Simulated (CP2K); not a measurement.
Al:

```
Al
1.0
     2.86351    0.00000    0.00000
     1.43175    2.47987    0.00000
     1.43175    0.82662    2.33804
Al
1
Direct
  0.00000 0.00000 0.00000
```

Base run:

| Item | Value |
| --- | --- |
| Program | CP2K 2026.2 |
| Functional | r2SCAN |
| Dispersion | D4 |
| Potentials or basis | POTENTIAL_UZH Al GTH-SCAN-q3; TZVP-MOLOPT-SCAN-GTH basis |
| Density cutoff | 9184 eV |
| k mesh | 11 × 11 × 11 |
| Occupations | fermi-dirac, width 0.05 eV |
| Spin | no spin polarisation |

Its results: band gap on the k mesh none (metal or under the smearing width); pressure -4.7 GPa.

After a change of settings the same cell gave: band gap on the k mesh none (metal or under the smearing width); pressure -3.6 GPa. Which change was it?
A. dispersion from D4 to rVV10
B. dispersion from D4 to D3(BJ)
C. dispersion from D4 to D3(BJ)+ATM

A.

Caveats: the basis of atomic orbitals isn't converged, which shifts pressures, moduli and gaps; pairwise dispersion overbinds metals, which lowers pressure and volume.

Runs at the PBE level aren't shown here.
